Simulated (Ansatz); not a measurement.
## ZnCu: moving Zn off its site

ZnCu, Pm-3m, a = 2.945 Å (as given, not relaxed at this level: -4.7 GPa). The structure is a COD entry; whether it is the stable form wasn't checked. Ansatz: PBEsol, PAW, 420 eV, Γ-centred 16×16×16 mesh on 2 atoms, Gaussian smearing 0.15 eV; no spin polarisation.

```yaml
crystal:
  lattice:
    - [2.94500, 0.00000, 0.00000]
    - [0.00000, 2.94500, 0.00000]
    - [0.00000, 0.00000, 2.94500]
  atoms:
    - { symbol: Zn, position: [0.50000, 0.50000, 0.50000] }
    - { symbol: Cu, position: [0.00000, 0.00000, 0.00000] }
```

Atom 1 (Zn) moves by x along the unit vector (-0.577, -0.577, -0.577), with its periodic images; all else is held. y is the free energy of the cell over the start, F the force along the path summed over the moved atoms. Symmetry makes y even in x.

```tsv
x (Å)	y (meV)	F (eV/Å)
-0.1000	?	?
-0.0500	5.55	0.22
0.0000	0.00	0.00
0.0125	0.35	-0.06
0.0250	1.38	-0.11
0.0375	3.12	-0.17
0.0625	8.69	-0.28
0.0750	12.54	-0.34
0.0875	17.12	-0.40
```

Task: Fit y = c2 x² + c4 x⁴ to the energies of the other rows, give the force constant, and predict energy and force of the missing row.

Result: Least squares on the rows shown. y = 2212.3 x² + 3085.8 x⁴. The force constant is 2 c2 = 4.42 eV/Å², for the cell as given, at -4.7 GPa (for all images moving together, not for a lone atom). With two atoms in a cubic cell this is the optical mode at Γ (in a metal it hangs on mesh and smearing): ω = 521.5 √(2 c2/μ) = 193 cm⁻¹ for μ = 32.22 u. The force −dy/dx at the missing row is 0.45 eV/Å (computed 0.45). At x = -0.1000 the fit asked for gives 22.43 meV. The run gave 22.43 meV, the same to the digits shown.